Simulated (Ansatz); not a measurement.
Input and command of a plane-wave DFT calculation in Ansatz:

```yaml
crystal:
  lattice:
    - [2.9508232161, 0.0, 0.0]
    - [0.0, 2.9508232161, 0.0]
    - [0.0, 0.0, 2.9508232161]
  atoms:
    - { symbol: Al, position: [0.0, 0.0, 0.0] }
    - { symbol: Ru, position: [0.5, 0.5, 0.5] }
basis:
  ecutwfc: 420
kpoints:
  mp_grid: { grid: [14, 14, 14] }
hamiltonian:
  xc: pbe
scf:
  occupations: { method: gaussian, width: 0.1 }
output:
  forces: true
  stress: true
  eigenvalues: true
relax:
  adjacent_minimum: "off"
  f_tol: 0.008
  max_steps: 50
  cell: { stress_tol: 0.08, p_target: 12.0 }
```

```bash
ansatz run input.yaml --threads 1 --pin off --max-ram 2560MiB --backend cpu --events-out ev --progress --plain --runs-dir out
```

Processor: Arm Neoverse V2, 1 thread, on a host shared with other jobs.

**Question.** How long does it run, and how much memory does it take?

**Answer.** About 6 s on 1 thread of Arm Neoverse V2, with other jobs on the host, peak memory 0.33 GiB. It solves 14 bands at 120 k points (the mesh reduced by the symmetry that the task leaves, which can be less than the crystal's) with about 485 plane waves (on the last cell), in 20 SCF iterations over 3 ionic steps.
